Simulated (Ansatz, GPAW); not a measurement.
## Cost and result for the band gap of WS2

```cif
data_structure
_symmetry_space_group_name_H-M 'P-3m1'
_symmetry_Int_Tables_number 164
_cell_length_a 3.1831
_cell_length_b 3.1831
_cell_length_c 35.1806
_cell_angle_alpha 90.000
_cell_angle_beta 90.000
_cell_angle_gamma 120.000
_cell_volume 308.70
loop_
_atom_site_label
_atom_site_type_symbol
_atom_site_symmetry_multiplicity
_atom_site_Wyckoff_symbol
_atom_site_fract_x
_atom_site_fract_y
_atom_site_fract_z
_atom_site_occupancy
W1 W 2 d 0.33333 0.66667 0.59232 1
W2 W 2 d 0.33333 0.66667 0.22340 1
S1 S 2 d 0.33333 0.66667 0.82115 1
S2 S 2 d 0.33333 0.66667 0.45202 1
S3 S 2 d 0.66667 0.33333 0.63662 1
S4 S 2 d 0.66667 0.33333 0.26774 1
```

Measurements of this composition are mostly on another form, of space group No. 194.

The cell holds a layer with vacuum beside it, so values per volume hang on the cell's height.

```csv
rung,level,program and potentials,cutoff (eV),k mesh,core time,chip,band gap (eV),notes
LDA,LDA,"Ansatz, Ansatz PAW",420,12 × 12 × 2,8.9 s,AMD EPYC 7R13 Zen 3,1.27,"potentials made for PBE, which Ansatz adapts in part"
meta-GGA,r2SCAN,"Ansatz, Ansatz PAW",500,12 × 12 × 2,13 s,AMD EPYC 7R13 Zen 3,1.41,"potentials made for PBE, which Ansatz adapts in part"
hybrid,PBE0,"Ansatz, Ansatz PAW",420,6 × 6 × 1,1.9 min,AMD EPYC 7R13 Zen 3,2.45,"potentials made for PBE, which Ansatz adapts in part"
hybrid,HSE06,"Ansatz, Ansatz PAW",420,6 × 6 × 1,1.9 min,AMD EPYC 7R13 Zen 3,1.80,"potentials made for PBE, which Ansatz adapts in part"
LDA,LDA,"GPAW, the program's PAW data sets (release 1.2.1) made for this functional",600,6 × 6 × 1,22 min,Intel Xeon,1.27,-
GGA,PBEsol,"GPAW, PAW data sets generated for this functional",600,6 × 6 × 1,23 min,Intel Xeon,1.30,-
```

Times are single runs on shared hosts and different chips, so they are rough; meshes, cutoffs and the tasks' sizes weigh on the time. Task: band structure. All rows: no spin polarisation. Gaps are the least found on the k mesh or the band path, and a mesh can miss the band edges. Meshes differ between rows, which moves values too. All levels ran on this one cell, unrelaxed unless noted. Meshes are those of the run's cell of 12 atoms unless a note names another. Runs on faulty files, with rough fits or with known faults for this quantity aren't shown. PBE isn't shown for this crystal. No row holds spin-orbit coupling.

By rung: LDA 1.27; GGA 1.30; meta-GGA 1.41; hybrid 1.80 to 2.45 (eV).
